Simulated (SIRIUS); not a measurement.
## CoO under changes of volume

One of the cells (11.640 Å³/atom); the others are scaled copies at fixed shape and fractional positions:

```
Co O
1.0
     1.61283    0.93117    2.58347
    -1.61283    0.93117    2.58347
     0.00000   -1.86234    2.58347
Co O
1 1
Direct
  0.99898 0.99898 0.99898
  0.75102 0.75102 0.75102
```

Measurements of this composition are mostly on another form, of space group No. 225.

| Quantity | Value |
| --- | --- |
| Program | SIRIUS 7.12.0 |
| Functional | PBE |
| Potentials or basis | all-electron FP-LAPW |
| Cutoff | 365 eV |
| Basis | apw+lo standard |
| k mesh | 10 × 10 × 10 |
| Occupations | fermi-dirac, width 0.05 eV |
| Spin | collinear spin, ferromagnetic start |
| Starting moments | [2.0, 0.0] μB |

```tsv
volume (Å³/atom)	energy over the lowest point (meV/atom)	moment (μB per cell)
10.727	11.34	2.34
10.955	4.12	2.49
11.183	0.00	2.61
11.640	?	?
11.868	6.36	2.84
12.096	14.51	2.88
```

Task: What does the run at 11.640 Å³/atom give?

Result: Energy over the lowest point 1.10 meV/atom; moment 2.78 μB per cell.

Worked out: A Birch-Murnaghan fit of order 3 (a polynomial in V^(-2/3)) to the other rows has its minimum at 11.37 Å³/atom with B0 = V·E''(V) = 109 GPa (rough, since the energies scatter) at fixed shape and positions, which overstates the stiffness. It gives 1.17 meV/atom at 11.640 Å³/atom, against the run's 1.10. A parabola through the other rows of the moment, of slope 0.293 μB per Å³/atom there, gives 2.79 μB, against the run's 2.78.

Energies are extrapolated to zero smearing.

Caveats: a cell with one magnetic atom can't hold antiferromagnetic order, which such compounds often take.
